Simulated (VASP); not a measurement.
The system is SiO2.

```
Si O
1.0
     4.14741    0.00000    0.00000
     0.00000    4.14741    0.00000
     0.00000    0.00000    2.70375
Si O
2 4
Direct
  0.50000 0.50000 0.50000
  0.00000 0.00000 0.00000
  0.69423 0.69423 0.00000
  0.80577 0.19423 0.50000
  0.30577 0.30577 0.00000
  0.19423 0.80577 0.50000
```

```yaml
Program: VASP 6.6.1
Task: relaxation of cell and atoms
Functional: PBEsol
Potentials_or_basis: VASP PAW PBE potentials, release 64 (Si, O)
Cutoff: 600 eV
k_mesh: 2 × 2 × 3
Occupations: gaussian, width 0.02 eV
Spin: no spin polarisation
```

At the start: pressure 3.7 GPa; volume 7.75 Å³/atom.

Question: How do energy, volume and symmetry change on relaxing?

Answer: Over 6 steps the energy falls by 2.2 meV/atom and the volume is 7.85 Å³/atom (+1.3 %); space group P4_2/mnm (No. 136, to 0.05 Å).

The path:
```csv
step,energy change (eV),largest force (eV/Å),pressure (GPa),volume (Å³)
1,0.0000,0.1490,3.67,46.51
2,-0.0001,0.2885,-4.50,47.71
3,-0.0107,0.0736,-0.56,47.10
4,-0.0129,0.0275,0.22,47.06
5,-0.0129,0.0300,0.16,47.07
6,-0.0129,0.0099,0.00,47.11
```

Final structure:
```xyz
6
Lattice="4.1827 0.0000 0.0000 0.0000 4.1827 0.0000 0.0000 0.0000 2.6928" Properties=species:S:1:pos:R:3 pbc="T T T"
Si    2.0913    2.0913    1.3464
Si    4.1827    0.0000    2.6928
O     2.9037    2.9037    0.0000
O     3.3703    0.8124    1.3464
O     1.2790    1.2790    2.6928
O     0.8124    3.3703    1.3464
```

Caveat: the k mesh is coarse (spacing up to 0.77 Å⁻¹), so the values aren't converged; the PAW data sets were made with another functional, which shifts forces and pressure a little.
